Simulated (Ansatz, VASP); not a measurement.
**SiC2 in VASP and in Ansatz**

```
Si C
1.0
     2.45676    0.00000    0.00000
     0.00000    4.22562    0.00000
    -0.62553    0.00000    9.50076
Si C
2 4
Direct
  0.75119 0.00000 0.93102
  0.78909 0.50000 0.07092
  0.48995 0.16130 0.49958
  0.98991 0.66131 0.49945
  0.98991 0.33869 0.49945
  0.48995 0.83870 0.49958
```

Change from the starting cell: the structure that the rattled cell fell into.

Alike in both runs: task single point; functional PBE; k mesh 8 × 4 × 2; occupations gaussian, width 0.1 eV; no spin polarisation.

```csv
,VASP,Ansatz
version,VASP 6.6.1,Ansatz 0.2.0
potentials or method,"VASP PAW PBE potentials, release 64 (Si, C)","scalar-relativistic, plane waves, PAW"
plane-wave cutoff (eV),520,420
valence electrons in the cell,24,24
```

VASP gave:

* gap on the k mesh at the Fermi level (eV): none
* pressure (GPa): 0.6
* largest component of the traceless stress (GPa): 4.02
* rms of the force components (eV/Å): 1.453

Problem. What did Ansatz give for the same quantities?

Solution. gap on the k mesh at the Fermi level (eV): none; pressure (GPa): 0.5; largest component of the traceless stress (GPa): 3.89; rms of the force components (eV/Å): 1.453.

Atom by atom the forces differ by 0.002 eV/Å (rms over components). A gap of «none» marks a metal or a gap that the smearing closes. With one functional, cell and mesh, what is left measures potentials, basis and numerics.

Caveats: the k mesh is coarse (spacing up to 0.37 Å⁻¹), so the values aren't converged; this functional lacks dispersion, which binds the layers, so the pressure and a relaxed spacing across them are unreliable; forces of over 1 eV/Å show positions far from the minimum, so gaps and moduli don't describe the material at rest.
